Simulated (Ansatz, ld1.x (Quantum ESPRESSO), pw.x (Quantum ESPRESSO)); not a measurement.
pw.x on bcc P: one setting changed

Potential: norm-conserving Troullier–Martins (Kleinman–Bylander form), ld1.x (Quantum ESPRESSO) 7.5, PBE; core [Ne], reference 3s2 3p3; waves: 3p (bound): rc 1.70 bohr; 3d channel at 0.05 Ry: rc 1.80 bohr; 3s (bound): rc 1.70 bohr; local part: the s channel; core correction: none.

The reference run (k-mesh 15³, cutoffs 55/220 Ry, Fermi–Dirac 0.01 Ry, mixing_beta 0.4, conv_thr 1e-9, no spin) gives -0.68 GPa at 14.308 Å³/atom, where all-electron LAPW gives -0.58 GPa. This run, with its own iteration cap, changes degauss to 0.005.

```
&control
  calculation='scf', prefix='x', pseudo_dir='./', outdir='./tmp', tstress=.true., disk_io='none'
/
&system
  ibrav=0, nat=1, ntyp=1, ecutwfc=55, ecutrho=220, nbnd=9,
  occupations='smearing', smearing='fd', degauss=0.005
/
&electrons
  conv_thr=1e-09, mixing_beta=0.4, electron_maxstep=50
/
ATOMIC_SPECIES
P 1.0 P.UPF
CELL_PARAMETERS angstrom
  -1.52934798 1.52934798 1.52934798
  1.52934798 -1.52934798 1.52934798
  1.52934798 1.52934798 -1.52934798
ATOMIC_POSITIONS crystal
P 0.0000 0.0000 0.0000
K_POINTS automatic
15 15 15 0 0 0
```

```bash
pw.x < P.scf.in > P.scf.out
```

**Question.** How does the run end?

**Answer.** It converges in 5 iterations; the free energy moves by +11.5 meV/atom and the pressure by -0.18 GPa. In a metal, with Fermi–Dirac smearing, F lies below its zero-width value by a term in the square of the width.

```
Message from routine setup:
     using ibrav=0 with symmetry is DISCOURAGED, use correct ibrav instead
     lattice parameter (alat)  =       5.0057  a.u.
     unit-cell volume          =      96.5552 (a.u.)^3
     number of electrons       =         5.00
     number of Kohn-Sham states=            9
     kinetic-energy cutoff     =      55.0000  Ry
     charge density cutoff     =     220.0000  Ry
     scf convergence threshold =      1.0E-09
     Exchange-correlation= PBE
     number of k points=   120  Fermi-Dirac smearing, width (Ry)=  0.0050
     iteration #  1     ecut=    55.00 Ry     beta= 0.40
     total energy              =     -13.14790045 Ry
     estimated scf accuracy    <       0.00208689 Ry
     iteration #  2     ecut=    55.00 Ry     beta= 0.40
     total energy              =     -13.14786678 Ry
     estimated scf accuracy    <       0.00064031 Ry
     iteration #  3     ecut=    55.00 Ry     beta= 0.40
     total energy              =     -13.14790118 Ry
     estimated scf accuracy    <       0.00000856 Ry
     iteration #  4     ecut=    55.00 Ry     beta= 0.40
     total energy              =     -13.14790178 Ry
     estimated scf accuracy    <       0.00000001 Ry
     iteration #  5     ecut=    55.00 Ry     beta= 0.40
     the Fermi energy is    11.2336 ev
!    total energy              =     -13.14790181 Ry
     estimated scf accuracy    <          4.9E-10 Ry
     smearing contrib. (-TS)   =      -0.00061270 Ry
     The total energy is F=E-TS. E is the sum of the following terms:
     one-electron contribution =       5.75034461 Ry
     hartree contribution      =       0.21016481 Ry
     xc contribution           =      -3.36743537 Ry
     ewald contribution        =     -15.74036316 Ry
     convergence has been achieved in   5 iterations
          total   stress  (Ry/bohr**3)                   (kbar)     P=       -8.56
     Message from routine punch:
     Nothing written, as per user request (disk_io='none')
```

The run took about 6.4 s on one core of a shared host (Neoverse-V1, 32 threads, 247 GiB, load 25).
